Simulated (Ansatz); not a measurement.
Here is an Ansatz 0.2.0 calculation.

Contents of input.yaml:

```yaml
crystal:
  lattice:
    - [3.18, 0.0, 0.0]
    - [-1.59, 2.753960784, 0.0]
    - [0.0, 0.0, 5.166]
  atoms:
    - { symbol: Ga, position: [0.6666666667, 0.3333333333, 0.5] }
    - { symbol: Ga, position: [0.3333333333, 0.6666666667, 0.0] }
    - { symbol: "N", position: [0.6666666667, 0.3333333333, 0.875] }
    - { symbol: "N", position: [0.3333333333, 0.6666666667, 0.375] }
hamiltonian:
  xc: lda
  pseudopotentials: { kind: paw }
kpoints:
  mp_grid: { grid: [10, 10, 5] }
scf:
  occupations: { method: gaussian, width: 0.1 }
output:
  forces: true
  stress: true
  eigenvalues: true
```

Potentials or basis: Ansatz PAW.

Run with:

```sh
$ ansatz run input.yaml --threads 2 --pin off --max-ram 5632MiB --backend cpu --events-out ev --progress --plain --runs-dir out
```

Question: Estimate the largest force.

Answer: 0.126 eV/Å.

Question: Estimate the pressure.

Answer: -4.5 GPa.

Question: What does it give for the band gap on the k mesh?

Answer: 1.97 eV, direct.

Stress tensor (GPa, compression positive):
```
-5.17  0.00  0.00
 0.00 -5.17  0.00
 0.00  0.00 -3.04
```

Caveat: odd divisions of the mesh miss points on the zone boundary, where band edges often lie, so the gap on the mesh can be too wide; the pressure holds a Pulay correction of +0.6 GPa for the finite cutoff; the PAW data sets come from PBE, with cores solved anew for the run's functional, which leaves a small shift of forces and pressure.

**Experimental background.**

“Studying electronic properties in GaN without electrical contacts using γ-γ vs e−-γ Perturbed Angular Correlations”, 2019, pmc:6823545 quotes, for a bulk crystal of GaN: band gap 3.503 ± 0.005 eV (direct).

Against the measured gap of GaN, 3.503 eV (direct; quoted in “Studying electronic properties in GaN without electrical contacts using γ-γ vs e−-γ Perturbed Angular Correlations”, 2019, pmc:6823545), the calculated 1.97 eV is off by -1.53 eV. Spin-orbit coupling on Ga is left out. The value is that of LDA, without temperature or zero-point motion. Semilocal functionals fall short of measured gaps as a rule.
